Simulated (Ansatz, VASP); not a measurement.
# Cross-check of SiC (Moissanite 3C) between VASP and Ansatz, part 2 of 2

Wanted: the spread between two codes on one cell, functional and k mesh.

VASP 6.6.1 and Ansatz 0.2.0.

So far. Step 4 (Side by side): The walks stopped with 0.00 GPa left in Ansatz and -0.01 GPa in VASP; each walk ends within a tolerance, so the volume difference is uncertain by about these residues over the bulk modulus, most in soft cells.

## 5. VASP: relaxation of cell and atoms, PBE

Level of this step: PBE; plane waves and PAW (Si, C) (VASP).

The relaxed volume is the usual yardstick between codes: its relative difference is about their pressure difference at one cell divided by the bulk modulus.

INCAR

```
SYSTEM = SiC
PREC = Accurate
ENCUT = 560
EDIFF = 1E-06
NELM = 100
ISMEAR = -1
SIGMA = 0.05
LREAL = .FALSE.
ALGO = Normal
GGA = PE
NBANDS = 10
LORBIT = 11
LWAVE = .FALSE.
LCHARG = .FALSE.
KPAR = 2
IBRION = 2
NSW = 60
ISIF = 3
EDIFFG = -0.01
```

POSCAR

```
SiC
1.0
    0.0000000000      2.1790000000      2.1790000000
    2.1790000000      0.0000000000      2.1790000000
    2.1790000000      2.1790000000      0.0000000000
Si C
1 1
Direct
    0.0000000000      0.0000000000      0.0000000000
    0.2500000000      0.2500000000      0.2500000000
```

KPOINTS

```
Automatic mesh
0
Gamma
10 10 10
0 0 0
```

PAW data sets: Si and C (PBE family, release 64).

Command:

```bash
$ mpirun -np 2 vasp_std
```

Numbers of over 12 decimals in the logs are rounded to 6 here.

Log:

```text
[banner, memory and clock lines left out]
running    2 mpi-ranks, on    1 nodes
[...]
LDA part: xc-table for (Slater+PW92), standard interpolation
 POSCAR, INCAR and KPOINTS ok, starting setup
[...]
entering main loop
       N       E                     dE             d eps       ncg     rms          rms(c)
DAV:   1     0.389661688432E+01    0.38966E+01   -0.40795E+03   972   0.708E+02
DAV:   2    -0.162143510308E+02   -0.20111E+02   -0.18684E+02  1254   0.114E+02
DAV:   3    -0.169100328409E+02   -0.69568E+00   -0.69413E+00  1108   0.180E+01
DAV:   4    -0.169127058174E+02   -0.26730E-02   -0.26726E-02  1090   0.143E+00
[...]
DAV:  10    -0.150580574783E+02   -0.10675E-03   -0.20801E-04  1034   0.967E-02    0.240E-02
DAV:  11    -0.150580594989E+02   -0.20205E-05   -0.37128E-05  1058   0.340E-02    0.587E-03
DAV:  12    -0.150580598946E+02   -0.39574E-06   -0.14360E-06   580   0.829E-03
   1 F= -.15058060E+02 E0= -.15058060E+02  d E =-.150581E+02
[...]
DAV:   4    -0.150579239950E+02    0.15577E-03   -0.22126E-04   966   0.737E-02    0.310E-02
DAV:   5    -0.150579197113E+02    0.42837E-05   -0.77745E-06  1056   0.178E-02    0.195E-02
DAV:   6    -0.150579181630E+02    0.15483E-05   -0.79846E-07   498   0.651E-03    0.506E-03
DAV:   7    -0.150579184513E+02   -0.28825E-06   -0.16862E-07   482   0.258E-03
   2 F= -.15057918E+02 E0= -.15057918E+02  d E =0.141443E-03
 trial-energy change:    0.000141  1 .order   -0.000005   -0.011970    0.011961
 step:   0.4910(harm=  0.5002)  dis= 0.00000  next Energy=   -15.060981 (dE=-0.292E-02)
[...]
N       E                     dE             d eps       ncg     rms          rms(c)
DAV:   1    -0.150622392652E+02   -0.43211E-02   -0.58533E-02   944   0.173E+00    0.269E-01
DAV:   2    -0.150612113396E+02    0.10279E-02   -0.25577E-03   970   0.285E-01    0.133E-01
DAV:   3    -0.150609988727E+02    0.21247E-03   -0.34730E-04  1020   0.114E-01    0.364E-02
DAV:   4    -0.150609637149E+02    0.35158E-04   -0.56261E-05   972   0.373E-02    0.163E-02
DAV:   5    -0.150609638889E+02   -0.17408E-06   -0.20063E-06   694   0.914E-03
   3 F= -.15060964E+02 E0= -.15060964E+02  d E =-.290399E-02
[...]
reached required accuracy - stopping structural energy minimisation
```

Parts of OUTCAR (step 5):

```text
  Total        0.0006444      0.0006444      0.0006444      0.0000000      0.0000000      0.0000000
  in kB        0.0491847      0.0491847      0.0491847      0.0000000      0.0000000      0.0000000
  external PRESSURE =       0.0491847 kB  Pullay stress =       0.0000000 kB

 POSITION                                       TOTAL-FORCE (eV/Angst)
 -----------------------------------------------------------------------------------
      0.00000      0.00000      0.00000        -0.000000     -0.000000     -0.000000
      1.09475      1.09475      1.09475         0.000000      0.000000      0.000000
 -----------------------------------------------------------------------------------
    total drift:                                0.000000      0.000000      0.000000

  FREE ENERGIE OF THE ION-ELECTRON SYSTEM (eV)
  ---------------------------------------------------
  free  energy   TOTEN  =       -15.0609638889 eV

  energy  without entropy=      -15.0609638740  energy(sigma->0) =      -15.06096388

[... 2 parts as in an earlier step ...]

[... 2 further parts left out ...]
[key lines of the parts left out:]
E-fermi :   8.6498
```

## 6. Ansatz: relaxation of cell and atoms, PBE

The same cell, functional, mesh and smearing now go to Ansatz, which takes its cutoff from its data sets.

input.yaml

```yaml
crystal:
  lattice:
    - [0.0, 2.179, 2.179]
    - [2.179, 0.0, 2.179]
    - [2.179, 2.179, 0.0]
  atoms:
    - { symbol: Si, position: [0.0, 0.0, 0.0] }
    - { symbol: C, position: [0.25, 0.25, 0.25] }
hamiltonian:
  xc: pbe
  pseudopotentials: { kind: paw }
kpoints:
  mp_grid: { grid: [10, 10, 10] }
scf:
  occupations: { method: fermi_dirac, width: 0.05 }
relax:
  f_tol: 0.01
  max_steps: 60
  cell: { stress_tol: 0.05 }
output:
  forces: true
  stress: true
```

Command:

```bash
$ ansatz run input.yaml --threads 4 --pin off --max-ram 9216MiB --backend cpu --events-out ev --progress --plain --runs-dir out
```

Log:

```text
[...]
Crystal: 2 atoms, lattice volume = 20.692 Å³
Basis set: ecut = 420 eV, 411 PW (Γ), exchange–correlation on 48×48×48 points (8 copies of the dense FFT grid, shifted against one another)
Bands: 8, of which v1, the nominal top of the filled ones, is band 4 counted from 1 (3 counted from 0)
Symmetry: 24 space group operations
[...]
k-points: 47 of 1000 (time reversal used)
[...]
0.002223      -0.000000       0.000000
        0.000000       0.002223       0.000000
        0.000000       0.000000       0.002223
  P = ⅓ Tr σ = 0.0022 GPa (0.022 kbar)
--- Relaxed structure (4 steps of the walk, 4 accepted, 2 SCFs on fresh bases) ---
[...]
cell:  # Å, volume = 21.0031 Å³
    - [0, 2.189868, 2.189868]
    - [2.189868, 0, 2.189868]
    - [2.189868, 2.189868, 0]
  atoms:
    - { symbol: Si, position: [0, 0, 0] }
    - { symbol: C, position: [0.25, 0.25, 0.25] }
[key lines of the parts left out:]
SCF converged after 5 iterations
Free energy (F): -887.160152 eV
Fermi energy:    9.998327 eV
```

The job ended after 1.1 s (4 threads of AMD EPYC 9R14 (Zen 4), shared host; peak memory 0.38 GiB).

## 7. Side by side

What differs besides the data sets and the points named for the pairs above, as far as they apply: VASP leaves aspherical gradient terms in its spheres out (LASPH is not set), Ansatz keeps them. Total energies have different zeros and are not compared.

Both answers:

| quantity | Ansatz | VASP | difference |
| --- | --- | --- | --- |
| volume (Å³) | 21.00 | 20.99 | +0.05 % |
| edge a after relaxation, in the typed setting (Å) | 3.097 | 3.096 | +0.02 % |

The walks stopped with 0.00 GPa left in Ansatz and 0.00 GPa in VASP; each walk ends within a tolerance, so the volume difference is uncertain by about these residues over the bulk modulus, most in soft cells.

## 8. Outcome

* difference in volume (relaxation of cell and atoms, LDA): -0.73 %
* difference in volume (relaxation of cell and atoms, PBE): 0.051 %

What this shows: The difference in volume is -0.73 % (relaxation of cell and atoms, LDA), within the 1.2 % picked in this series as the mark of a large difference, as far as the stopping tolerances let one tell. Such differences can come from data sets, numerical settings and the points named under the comparisons, not from the functional's error against experiment.

[Lines on the potential files, build, host, timing and source positions are cut from VASP's logs without a mark.]

[Logs are printed without paths, hosts, clocks, repeated set-up lines and the standing remarks that a program may print on its own settings, such as how far it seeks lower states.]

[Hosts, paths, dates, database ids (printed as entryN), source tags and the programs' standing remarks are cut or masked in the printed files.]
